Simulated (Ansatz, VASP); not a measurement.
One calculation of SiC (Moissanite), two programs

The input INCAR:

```
SYSTEM = SiC
PREC = Accurate
ENCUT = 520
EDIFF = 1E-6
ISMEAR = -1
SIGMA = 0.05
LREAL = .FALSE.
LASPH = .TRUE.
NELM = 100
ALGO = Normal
ISIF = 2
LWAVE = .FALSE.
LCHARG = .FALSE.
GGA = RE
IVDW = 13
NBANDS = 16
```

File KPOINTS:

```
Automatic mesh
0
G
  10 10 5
  0 0 0
```

File POSCAR:

```
SiC
1.0
    3.1363290418      0.0000000000      0.0000000000
   -1.5681645209      2.7161406248      0.0000000000
    0.0000000000      0.0000000000      5.1470055276
Si C
2 2
Direct
    0.6666666667      0.3333333333      0.5000000000
    0.3333333333      0.6666666667      0.0000000000
    0.6666666667      0.3333333333      0.8850000000
    0.3333333333      0.6666666667      0.3850000000
```

Contents of input.yaml:

```yaml
crystal:
  lattice:
    - [3.1363290418, 0.0, 0.0]
    - [-1.5681645209, 2.7161406248, 0.0]
    - [0.0, 0.0, 5.1470055276]
  atoms:
    - { symbol: Si, position: [0.6666666667, 0.3333333333, 0.5] }
    - { symbol: Si, position: [0.3333333333, 0.6666666667, 0.0] }
    - { symbol: C, position: [0.6666666667, 0.3333333333, 0.885] }
    - { symbol: C, position: [0.3333333333, 0.6666666667, 0.385] }
hamiltonian:
  xc: revpbe
  pseudopotentials: { kind: paw }
  dispersion: d4
kpoints:
  mp_grid: { grid: [10, 10, 5] }
scf:
  occupations: { method: fermi_dirac, width: 0.05 }
output:
  forces: true
  stress: true
  eigenvalues: true
```

Alike in both runs: task single point; functional revPBE; dispersion D4; k mesh 10 × 10 × 5; occupations fermi-dirac, width 0.05 eV; no spin polarisation.

|  | VASP | Ansatz |
| --- | --- | --- |
| version | VASP 6.6.1 | Ansatz 0.2.0 |
| potentials or method | VASP PAW PBE potentials, release 64 (Si, C) | Ansatz PAW |
| plane-wave cutoff (eV) | 520 | 420 |
| valence electrons in the cell | 16 | 16 |

Ansatz gave:

```
gap on the k mesh at the Fermi level (eV)       : 2.52
least direct gap on the mesh (eV)               : 3.99
pressure (GPa)                                  : -13.6
largest component of the traceless stress (GPa) : 1.37
rms of the force components (eV/Å)              : 0.367
dispersion energy (meV/atom)                    : -613.8
```

**Question.** Estimate VASP's values.

**Answer.** gap on the k mesh at the Fermi level (eV): 2.51; least direct gap on the mesh (eV): 3.98; pressure (GPa): -14.0; largest component of the traceless stress (GPa): 1.36; rms of the force components (eV/Å): 0.367; dispersion energy (meV/atom): -613.7.

Atom by atom the forces differ by 0.000 eV/Å (rms over components).

Caveats: the PAW data sets were made with another functional, which shifts forces and pressure a little (VASP); an odd mesh through Γ misses points on the zone boundary, where band edges often lie (VASP); odd divisions of the mesh miss points on the zone boundary, where band edges often lie, so the gap on the mesh can be too wide (Ansatz); the PAW data sets come from PBE, with cores solved anew for the run's functional, which leaves a small shift of forces and pressure (Ansatz).
